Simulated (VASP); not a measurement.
## BaZrO₃ in VASP 6.6.1, single-point calculation

INCAR

```
SIGMA = 0.02
LWAVE = .FALSE.
ISPIN = 2
PREC = Accurate
NBANDS = 28
EDIFF = 1E-7
LASPH = .TRUE.
IBRION = -1
ISIF = 2
ISMEAR = -1
NSW = 0
ENCUT = 520
NELM = 99
GGA = PE
LREAL = .FALSE.
LCHARG = .FALSE.
MAGMOM = 2 2 2 -2 2
```

KPOINTS

```
KPOINTS created by Atomic Simulation Environment
0
Gamma
6 6 6
0 0 0
```

POSCAR

```
Ba Zr O
 1.0000000000000000
     4.2053549142000000    0.0000000000000000    0.0000000000000000
     0.0000000000000000    4.2053549142000000    0.0000000000000000
     0.0000000000000000    0.0000000000000000    4.2894620124999996
 Ba  Zr  O
   1   1   3
Cartesian
  0.0000000000000000  0.0000000000000000  0.0000000000000000
  2.1026774571000000  2.1026774571000000  2.1447310062499993
  2.1026774571000000  2.1026774571000000  0.0000000000000000
  2.1026774571000000  0.0000000000000000  2.1447310062499993
  0.0000000000000000  2.1026774571000000  2.1447310062499993
```

The recommended PBE PAW datasets give the neutral cell 40 valence electrons.

Command

```
mpirun -np 1 vasp_std
```

Q: Predict the outcome of this run.

A: It converged. Results: pressure 0.4 GPa; magnetic moment of the cell 0.00 μB.

OSZICAR

```
N       E                     dE             d eps       ncg     rms          rms(c)
DAV:   1     0.310253879795E+03    0.31025E+03   -0.21688E+04  7168   0.140E+03
DAV:   2    -0.226899308102E+02   -0.33294E+03   -0.32320E+03  8980   0.347E+02
DAV:   3    -0.431081400972E+02   -0.20418E+02   -0.20336E+02 10932   0.813E+01
DAV:   4    -0.437038700530E+02   -0.59573E+00   -0.59488E+00 10160   0.112E+01
DAV:   5    -0.437147961655E+02   -0.10926E-01   -0.10925E-01  9980   0.122E+00    0.347E+01
DAV:   6    -0.414698765921E+02    0.22449E+01   -0.38797E+01  8356   0.384E+01    0.128E+01
DAV:   7    -0.417120903929E+02   -0.24221E+00   -0.30961E+00  9572   0.959E+00    0.764E+00
DAV:   8    -0.416972995766E+02    0.14791E-01   -0.31716E-01  9220   0.365E+00    0.409E+00
DAV:   9    -0.417096105238E+02   -0.12311E-01   -0.35745E-02 10120   0.130E+00    0.599E-01
DAV:  10    -0.417107131763E+02   -0.11027E-02   -0.12000E-02  8672   0.757E-01    0.362E-01
DAV:  11    -0.417119845692E+02   -0.12714E-02   -0.38401E-03  9824   0.504E-01    0.105E-01
DAV:  12    -0.417121587073E+02   -0.17414E-03   -0.32630E-04  8584   0.138E-01    0.377E-02
DAV:  13    -0.417121791114E+02   -0.20404E-04   -0.27267E-05  9088   0.394E-02    0.223E-02
DAV:  14    -0.417121995087E+02   -0.20397E-04   -0.28335E-05  8176   0.364E-02    0.850E-03
DAV:  15    -0.417122016270E+02   -0.21184E-05   -0.49004E-06  9896   0.135E-02    0.297E-03
DAV:  16    -0.417122017541E+02   -0.12709E-06   -0.37057E-07  8872   0.422E-03    0.203E-03
DAV:  17    -0.417122016129E+02    0.14119E-06   -0.26710E-07  8104   0.367E-03    0.516E-04
DAV:  18    -0.417122016090E+02    0.39354E-08   -0.12917E-08  4820   0.843E-04
   1 F= -.41712202E+02 E0= -.41712202E+02  d E =-.337866E-12  mag=    -0.0000
```

For comparison, a separate PBE run of the intended cell, on usual settings and not on those above, gives a gap of 3.08 eV on its mesh and a pressure of 0.4 GPa.
